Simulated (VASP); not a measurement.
Runs of VASP 6.6.1 on SnSe. It takes space group Pnma (No. 62, orthorhombic). Conventional cell: a = 11.317 Å, b = 4.128 Å, c = 4.304 Å, α = 90.00°, β = 90.00°, γ = 90.00°. Sn (site symmetry m) has 3 Se at 2.74 to 2.79 Å as nearest neighbours. Se (site symmetry m) is surrounded by 3 Sn at 2.74 to 2.79 Å. 

| task | level | potentials or basis | cell | gap on the mesh (eV) | pressure (GPa) | relaxed volume (Å³/atom) | largest force (eV/Å) |
| --- | --- | --- | --- | --- | --- | --- | --- |
| relaxation of shape and atoms at fixed volume | LDA | VASP PAW LDA potentials, release 64 (Sn_d, Se) | atoms relaxed at fixed volume from: a relaxed cell with its volume scaled by 1.02 | 0.46 | -0.8 | - | 0.01 |
| relaxation of cell and atoms | LDA | VASP PAW LDA potentials, release 64 (Sn_d, Se) | relaxed | 0.41 | 0.0 | 25.14 | - |
| relaxation of shape and atoms at fixed volume | LDA | VASP PAW LDA potentials, release 64 (Sn_d, Se) | atoms relaxed at fixed volume from: a relaxed cell with its volume scaled by 0.98 | (b) | 1.0 | - | 0.01 |
| relaxation of shape and atoms at fixed volume | LDA | VASP PAW LDA potentials, release 64 (Sn_d, Se) | atoms relaxed at fixed volume from: a relaxed cell with its volume scaled by 0.94 | (a) | 3.1 | - | 0.01 |
| relaxation of cell and atoms | PBE | VASP PAW PBE potentials, release 64 (Sn_d, Se) | relaxed | 0.69 | 0.0 | 28.25 | - |

Alike in all rows: no spin polarisation; k mesh 4 × 8 × 8; cutoff (eV) 600; smearing gaussian 0.03 eV.

Question: Estimate the missing entries.

Answer: (a) 0.14; (b) 0.35.

Caveats: spin-orbit coupling is left out, which moves the levels of the heavy elements.

A k mesh can miss the band edges, and the runs leave out spin-orbit coupling on Se, Sn.
